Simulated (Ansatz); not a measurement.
AlRu: energy along a strain

AlRu, Pm-3m, a = 2.992 Å (as given, not relaxed at this level: -3.2 GPa). The structure is a COD entry; whether it is the stable form wasn't checked. Ansatz: PBEsol, PAW, 420 eV, Γ-centred 16×16×16 mesh on 2 atoms, Gaussian smearing 0.15 eV; no spin polarisation. Cell vectors (Å): 2.992 0.000 0.000; 0.000 2.992 0.000; 0.000 0.000 2.992. The cell is strained by x per cent times the pattern (0 0 0 0 1 0) in the order xx yy zz yz xz xy (engineering shears), with fractional coordinates held. y is the free energy over the start, V0 = 13.387 Å³/atom. Symmetry makes y even in x.

```tsv
x (%)	y (meV/atom)
-6.00	19.17
-3.00	4.79
0.00	0.00
0.75	0.30
1.50	1.20
2.25	2.69
3.75	?
4.50	10.78
5.25	14.67
```

Problem. Fit y = c2 x² + c4 x⁴ to the other rows, get the stiffness along the pattern, and predict the missing energy.

Solution. Least squares on the rows shown. y = 0.53195 x² + 1.4400×10⁻⁵ x⁴. The clamped-ion stiffness p·C·p = 2 × 5.320 eV × 160.2 / 13.387 Å³ = 127 GPa, which is C55 in these axes (C44 of the cubic crystal) (second derivative at the start, which stands under stress). At x = 3.75 the fit asked for gives 7.48 meV/atom. The run gave 7.49 meV/atom, so the fit is 0.01 meV/atom too low, a small miss on the scale of the series.